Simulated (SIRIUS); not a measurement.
Wanted: the native input for a SIRIUS 7.12.0 run.

| Quantity | Value |
| --- | --- |
| Task | band structure |
| Functional | EV93PW91 |
| Potentials or basis | all-electron FP-LAPW |
| Cutoff | 164 eV |
| Basis | apw+lo standard |
| k mesh | 10 × 10 × 5 |
| Occupations | gaussian, width 0.1 eV |
| Spin | no spin polarisation |
| Muffin tin radii | Hf 2.65 bohr |
| Basis cutoff (gk_cutoff) | 3.47 1/bohr |
| Cutoff of density and potential (pw_cutoff) | 20 1/bohr |
| lmax of the basis | 11 |
| lmax of density and potential | 8 |
| Valence relativity | iora |
| Core states | Hf 1s2s2p3s3p3d4s4p4d |
| Local orbitals (radial functions) | Hf 17 |
| Reference energy of the basis | 0.25 Ha |
| Coordinate units | lattice |
| Smallest sphere radius times basis cutoff | 9.2 |
| Start of the SCF | LDA density |

The system is Hf.

```
Hf
1.0
     3.44354    0.00000    0.00000
    -1.72177    2.98219    0.00000
     0.00000    0.00000    5.44835
Hf
2
Direct
  0.66667 0.33333 0.75000
  0.33333 0.66667 0.25000
```

The cell isn't the ideal one: cell stretched.

These files were run (other wordings do the same):

sirius.json

```json
{
  "control": {
    "processing_unit": "cpu",
    "std_evp_solver_name": "lapack",
    "gen_evp_solver_name": "lapack",
    "verbosity": 2,
    "print_forces": true,
    "ortho_rf": true,
    "use_second_variation": true,
    "rmt_max": 3.0,
    "num_bands_to_print": 24,
    "save_wf": true
  },
  "parameters": {
    "electronic_structure_method": "full_potential_lapwlo",
    "xc_functionals": ["XC_GGA_X_EV93", "XC_GGA_C_PW91"],
    "core_relativity": "dirac",
    "valence_relativity": "iora",
    "num_fv_states": 37,
    "smearing": "gaussian",
    "smearing_width": 0.0036749322,
    "pw_cutoff": 20,
    "gk_cutoff": 3.47,
    "lmax_apw": 11,
    "lmax_rho": 8,
    "lmax_pot": 8,
    "num_mag_dims": 0,
    "auto_rmt": 0,
    "ngridk": [10, 10, 5],
    "shiftk": [0, 0, 0],
    "num_dft_iter": 80,
    "energy_tol": 1e-07,
    "density_tol": 1e-05,
    "use_symmetry": true
  },
  "settings": {"tol_ne": 1e-10},
  "iterative_solver": {"type": "exact"},
  "mixer": {"type": "anderson", "beta": 0.5, "max_history": 8},
  "unit_cell": {
    "lattice_vectors": [[6.5073487971, 0.0, 0.0], [-3.2536743985, 5.6355293697, 0.0], [0.0, 0.0, 10.2958891187]],
    "atom_types": ["Hf"],
    "atom_files": {"Hf": "Hf.json"},
    "atoms": {"Hf": [[0.6666666667, 0.3333333333, 0.75], [0.3333333333, 0.6666666667, 0.25]]}
  }
}
```

Hf.json

```json
{
  "name": "hafnium",
  "symbol": "Hf",
  "number": 72,
  "mass": 178.49,
  "rmin": 1e-06,
  "rmt": 2.65,
  "nrmt": 800,
  "rinf": 17.22,
  "core": "1s2s2p3s3p3d4s4p4d",
  "valence": [
    {"basis": [{"enu": 0.05, "dme": 0, "n": 0, "auto": 0}, {"enu": 0.05, "dme": 1, "n": 0, "auto": 0}]},
    {"l": 0, "n": 1, "basis": [{"enu": 0.15, "dme": 0, "n": 0, "auto": 0}]},
    {"l": 1, "n": 2, "basis": [{"enu": 0.15, "dme": 0, "n": 0, "auto": 0}]},
    {"l": 2, "n": 3, "basis": [{"enu": 0.15, "dme": 0, "n": 0, "auto": 0}]},
    {"l": 3, "n": 4, "basis": [{"enu": 0.15, "dme": 0, "n": 0, "auto": 0}]},
    {"l": 4, "n": 5, "basis": [{"enu": 0.15, "dme": 0, "n": 0, "auto": 0}]}
  ],
  "lo": [
    {"l": 0, "basis": [{"enu": 0.15, "dme": 0, "n": 0, "auto": 0}, {"enu": 0.15, "dme": 1, "n": 0, "auto": 0}]},
    {
      "l": 0,
      "basis": [{"enu": -2.2007, "dme": 0, "n": 5, "auto": 1}, {"enu": -2.2007, "dme": 1, "n": 5, "auto": 1}]
    },
    {
      "l": 0,
      "basis": [{"enu": -2.2007, "dme": 1, "n": 5, "auto": 1}, {"enu": 0.15, "dme": 0, "n": 0, "auto": 0}]
    },
    {"l": 0, "basis": [{"enu": 0.15, "dme": 0, "n": 0, "auto": 0}, {"enu": 2.4284, "dme": 0, "n": 0, "auto": 0}]},
    {"l": 1, "basis": [{"enu": 0.15, "dme": 0, "n": 0, "auto": 0}, {"enu": 0.15, "dme": 1, "n": 0, "auto": 0}]},
    {
      "l": 1,
      "basis": [{"enu": -1.053, "dme": 0, "n": 5, "auto": 1}, {"enu": -1.053, "dme": 1, "n": 5, "auto": 1}]
    },
    {"l": 1, "basis": [{"enu": -1.053, "dme": 1, "n": 5, "auto": 1}, {"enu": 0.15, "dme": 0, "n": 0, "auto": 0}]},
    {"l": 1, "basis": [{"enu": 0.15, "dme": 0, "n": 0, "auto": 0}, {"enu": 2.7701, "dme": 0, "n": 0, "auto": 0}]},
    {"l": 2, "basis": [{"enu": 0.15, "dme": 0, "n": 0, "auto": 0}, {"enu": 0.15, "dme": 1, "n": 0, "auto": 0}]},
    {"l": 2, "basis": [{"enu": 0.15, "dme": 1, "n": 0, "auto": 0}, {"enu": 0.15, "dme": 2, "n": 0, "auto": 0}]},
    {"l": 2, "basis": [{"enu": 0.15, "dme": 0, "n": 0, "auto": 0}, {"enu": 2.3714, "dme": 0, "n": 0, "auto": 0}]},
    {"l": 3, "basis": [{"enu": 0.15, "dme": 0, "n": 0, "auto": 0}, {"enu": 0.15, "dme": 1, "n": 0, "auto": 0}]},
    {
      "l": 3,
      "basis": [{"enu": -0.3773, "dme": 0, "n": 4, "auto": 1}, {"enu": -0.3773, "dme": 1, "n": 4, "auto": 1}]
    },
    {
      "l": 3,
      "basis": [{"enu": -0.3773, "dme": 1, "n": 4, "auto": 1}, {"enu": 0.15, "dme": 0, "n": 0, "auto": 0}]
    },
    {"l": 3, "basis": [{"enu": 0.15, "dme": 0, "n": 0, "auto": 0}, {"enu": 3.4537, "dme": 0, "n": 0, "auto": 0}]},
    {"l": 4, "basis": [{"enu": 0.15, "dme": 0, "n": 0, "auto": 0}, {"enu": 0.15, "dme": 1, "n": 0, "auto": 0}]},
    {"l": 4, "basis": [{"enu": 0.15, "dme": 0, "n": 0, "auto": 0}, {"enu": 2.8841, "dme": 0, "n": 0, "auto": 0}]}
  ],
  "free_atom": [... radial grid and density of the free atom, the start of the SCF ...]
}
```

sirius_start.json

```json
{
  "control": {
    "processing_unit": "cpu",
    "std_evp_solver_name": "lapack",
    "gen_evp_solver_name": "lapack",
    "verbosity": 1,
    "print_forces": false,
    "ortho_rf": true,
    "use_second_variation": true,
    "rmt_max": 3.0,
    "num_bands_to_print": 24,
    "save_wf": false
  },
  "parameters": {
    "electronic_structure_method": "full_potential_lapwlo",
    "xc_functionals": ["XC_LDA_X", "XC_LDA_C_PW"],
    "core_relativity": "dirac",
    "valence_relativity": "iora",
    "num_fv_states": 37,
    "smearing": "fermi_dirac",
    "smearing_width": 0.0055123983,
    "pw_cutoff": 20,
    "gk_cutoff": 2.78,
    "lmax_apw": 11,
    "lmax_rho": 8,
    "lmax_pot": 8,
    "num_mag_dims": 0,
    "auto_rmt": 0,
    "ngridk": [4, 4, 2],
    "shiftk": [0, 0, 0],
    "num_dft_iter": 30,
    "energy_tol": 0.01,
    "density_tol": 0.05,
    "use_symmetry": true
  },
  "settings": {"tol_ne": 1e-10},
  "iterative_solver": {"type": "exact"},
  "mixer": {"type": "anderson", "beta": 0.5, "max_history": 8},
  "unit_cell": {
    "lattice_vectors": [[6.5073487971, 0.0, 0.0], [-3.2536743985, 5.6355293697, 0.0], [0.0, 0.0, 10.2958891187]],
    "atom_types": ["Hf"],
    "atom_files": {"Hf": "Hf.json"},
    "atoms": {"Hf": [[0.6666666667, 0.3333333333, 0.75], [0.3333333333, 0.6666666667, 0.25]]}
  }
}
```

sirius_bands.json

```json
{
  "control": {
    "processing_unit": "cpu",
    "std_evp_solver_name": "lapack",
    "gen_evp_solver_name": "lapack",
    "verbosity": 2,
    "print_forces": true,
    "ortho_rf": true,
    "use_second_variation": true,
    "rmt_max": 3.0,
    "num_bands_to_print": 24,
    "save_wf": true
  },
  "parameters": {
    "electronic_structure_method": "full_potential_lapwlo",
    "xc_functionals": ["XC_GGA_X_EV93", "XC_GGA_C_PW91"],
    "core_relativity": "dirac",
    "valence_relativity": "iora",
    "num_fv_states": 37,
    "smearing": "gaussian",
    "smearing_width": 0.0036749322,
    "pw_cutoff": 20,
    "gk_cutoff": 3.47,
    "lmax_apw": 11,
    "lmax_rho": 8,
    "lmax_pot": 8,
    "num_mag_dims": 0,
    "auto_rmt": 0,
    "ngridk": [10, 10, 5],
    "shiftk": [0, 0, 0],
    "num_dft_iter": 80,
    "energy_tol": 1e-07,
    "density_tol": 1e-05,
    "use_symmetry": true
  },
  "settings": {"tol_ne": 1e-10},
  "iterative_solver": {"type": "exact"},
  "mixer": {"type": "anderson", "beta": 0.5, "max_history": 8},
  "unit_cell": {
    "lattice_vectors": [[6.5073487971, 0.0, 0.0], [-3.2536743985, 5.6355293697, 0.0], [0.0, 0.0, 10.2958891187]],
    "atom_types": ["Hf"],
    "atom_files": {"Hf": "Hf.json"},
    "atoms": {"Hf": [[0.6666666667, 0.3333333333, 0.75], [0.3333333333, 0.6666666667, 0.25]]}
  },
  "kpoints_rel": {
    "G": [0.0, 0.0, 0.0],
    "A": [0.0, 0.0, 0.5],
    "H": [0.3333333333, 0.3333333333, 0.5],
    "K": [0.3333333333, 0.3333333333, 0.0],
    "L": [0.5, 0.0, 0.5],
    "M": [0.5, 0.0, 0.0]
  },
  "kpoints_path": ["G", "M", "K", "G", "A", "L", "H", "A"]
}
```

Potentials or basis: all-electron FP-LAPW, apw+lo standard.

Run with:

```console
$ OMP_NUM_THREADS=1 sirius.scf --input=sirius_start.json --output=start.json
$ OMP_NUM_THREADS=1 sirius.scf --input=sirius.json --output=output.json --task=1
$ OMP_NUM_THREADS=1 sirius.scf --input=sirius_bands.json --output=bands_out.json --task=2
```

It gave:

| Item | Value |
| --- | --- |
| Band gap along the path | none (metal or under the smearing width) |
| All electrons inside the program's atomic spheres | Hf 69.65 (radii Hf 2.65 bohr) |

Caveat: spin-orbit coupling is left out, which moves the levels of the heavy elements.

It took 110 s on 1 thread of Arm Neoverse V2 (shared host), peak memory 0.57 GiB.
